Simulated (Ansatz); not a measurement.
This cell of CaF₂ (fluorite) is off equilibrium:

```xyz
3
Lattice="0.0000 2.7555 2.7555 2.7555 0.0000 2.7555 2.7555 2.7555 0.0000" Properties=species:S:1:pos:R:3 pbc="T T T"
Ca     0.0000     0.0000     0.0000
F      1.3777     1.3777     1.3777
F      4.0224     4.0224     4.0224
```

Method: PBE (plane waves to 420 eV, PAW, scalar-relativistic; Ansatz, a first-principles code). k mesh 8×8×8 (Γ-centred), Fermi-Dirac smearing 0.05 eV. E stands for the smeared free energy. Stress and pressure are positive under compression. CaF2 was relaxed with its symmetry unable to fall.

What forces act on the atoms (eV/Å, Cartesian)?


```json
[
 {"atom": "Ca1", "Fx": "-0.126", "Fy": "-0.126", "Fz": "-0.126"},
 {"atom": "F2", "Fx": "-0.247", "Fy": "-0.247", "Fz": "-0.247"},
 {"atom": "F3", "Fx": "0.374", "Fy": "0.374", "Fz": "0.374"}
]
```

What is the stress tensor (GPa)?


```
   0.74    -0.72    -0.72
  -0.72     0.74    -0.72
  -0.72    -0.72     0.74
```
The pressure, a third of the trace, is 0.74 GPa.

In it atom 3 sits (-0.111, -0.111, -0.111) Å away from its relaxed site. What is its energy relative to the relaxed cell?

66.7 meV/cell.

(A displaced cell: forces are minus the slopes of the energy, force constants its curvatures, and phonons follow from these.)
